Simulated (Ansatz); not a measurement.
# AlP: one input, then a changed one

The cell is COD entry 9008831, as deposited and not checked against the literature; nothing was relaxed. It is an old determination, and later ones may differ. The listed cell was then made from it by scaling, straining or moving an atom.

First run: DFT, r2SCAN, PAW with Ansatz's default frozen-core files, scalar-relativistic (Ansatz 0.2.0).

Command: `ansatz run input.yaml --threads 1 --pin off --max-ram 2048MiB --backend cpu --events-out ev --progress --plain --runs-dir out` The run took 8.1 s on 1 thread of Arm Neoverse V1, with other jobs on the host, peak memory 0.45 GiB.

```yaml
crystal:
  lattice:
    - [0.0, 2.7613659551, 2.7613659551]
    - [2.7613659551, 0.0, 2.7613659551]
    - [2.7613659551, 2.7613659551, 0.0]
  atoms:
    - { symbol: Al, position: [0.0, 0.0, 0.0] }
    - { symbol: P, position: [0.75, 0.75, 0.75] }
kpoints:
  mp_grid: { grid: [12, 12, 12] }
scf:
  occupations: { method: fermi_dirac, width: 0.03 }
hamiltonian:
  xc: r2scan
  pseudopotentials: { kind: paw }
output:
  forces: true
  stress: true
  eigenvalues: true
  efg: { contact_densities: true }
```

Result: converged; pressure -2.07 GPa; gap on the k mesh 1.97 eV; 6 SCF iterations.

The input is then changed:

```diff
@@ -12,5 +12,5 @@
   occupations: { method: fermi_dirac, width: 0.03 }
 hamiltonian:
-  xc: r2scan
+  xc: rpbe
   pseudopotentials: { kind: paw }
 output:
```

Question: What does the second run give?

Answer: It converged; pressure 0.91 GPa; gap on the k mesh 1.73 eV; 6 SCF iterations.
